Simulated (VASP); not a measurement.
KI in VASP 6.6.1, single-point calculation

INCAR

```
SIGMA = 0.01
ISIF = 2
LASPH = .TRUE.
GGA = PS
LCHARG = .FALSE.
NELM = 97
EDIFF = 1E-7
LWAVE = .FALSE.
NBANDS = 15
LREAL = .FALSE.
IBRION = -1
NSW = 0
ISMEAR = 0
PREC = Accurate
ENCUT = 520
```

KPOINTS

```
KPOINTS created by Atomic Simulation Environment
0
Monkhorst-Pack
6 6 6
0 0 0
```

POSCAR

```
K  I
 1.0000000000000000
    -0.0000000000000000    3.5442849964056475    3.5442849964056475
     3.5442849964056475   -0.0000000000000000    3.5442849964056475
     3.5442849964056475    3.5442849964056475   -0.0000000000000000
 K   I
   1   1
Cartesian
 -0.0000000000000000 -0.0000000000000000 -0.0000000000000000
  3.5442849964056471  3.5442849964056471  3.5442849964056471
```

The recommended PBE PAW datasets give the neutral cell 16 valence electrons.

Command

```
mpirun -np 1 vasp_std
```

**Question.** Predict the outcome of this run.

**Answer.** It converged. Results: gap between bands v and c on the k mesh 4.00 eV; least direct gap on the k mesh 4.00 eV; pressure -0.4 GPa. Band v is the last that the valence electrons fill when counted band by band, and c is the next.

OSZICAR

```
N       E                     dE             d eps       ncg     rms          rms(c)
DAV:   1     0.906403500441E+02    0.90640E+02   -0.64548E+03   840   0.903E+02
DAV:   2    -0.797462913295E-01   -0.90720E+02   -0.83966E+02  1066   0.210E+02
DAV:   3    -0.561262017184E+01   -0.55329E+01   -0.55044E+01  1184   0.457E+01
DAV:   4    -0.589805371353E+01   -0.28543E+00   -0.28532E+00  1390   0.903E+00
DAV:   5    -0.590000862448E+01   -0.19549E-02   -0.19549E-02  1198   0.770E-01    0.287E+00
DAV:   6    -0.581578947527E+01    0.84219E-01   -0.88673E-02  1085   0.197E+00    0.205E+00
DAV:   7    -0.580852200836E+01    0.72675E-02   -0.10449E-01  1127   0.173E+00    0.850E-01
DAV:   8    -0.581297652275E+01   -0.44545E-02   -0.13194E-02   959   0.843E-01    0.250E-01
DAV:   9    -0.581275951952E+01    0.21700E-03   -0.64349E-04  1204   0.158E-01    0.845E-02
DAV:  10    -0.581304583880E+01   -0.28632E-03   -0.35187E-04   966   0.105E-01    0.496E-02
DAV:  11    -0.581304908300E+01   -0.32442E-05   -0.25454E-05  1291   0.252E-02    0.123E-02
DAV:  12    -0.581305011647E+01   -0.10335E-05   -0.17676E-06  1015   0.102E-02    0.977E-03
DAV:  13    -0.581305158614E+01   -0.14697E-05   -0.14300E-06  1001   0.774E-03    0.270E-03
DAV:  14    -0.581305171939E+01   -0.13325E-06   -0.11534E-07  1014   0.203E-03    0.107E-03
DAV:  15    -0.581305167246E+01    0.46927E-07   -0.19681E-08   847   0.977E-04
   1 F= -.58130517E+01 E0= -.58130517E+01  d E =-.357500E-72
```

The shifted mesh misses Γ, so a band edge there is missed.

For comparison, a separate PBEsol run of the intended cell, on usual settings and not on those above, gives a gap of 3.79 eV on its mesh and a pressure of -0.4 GPa.
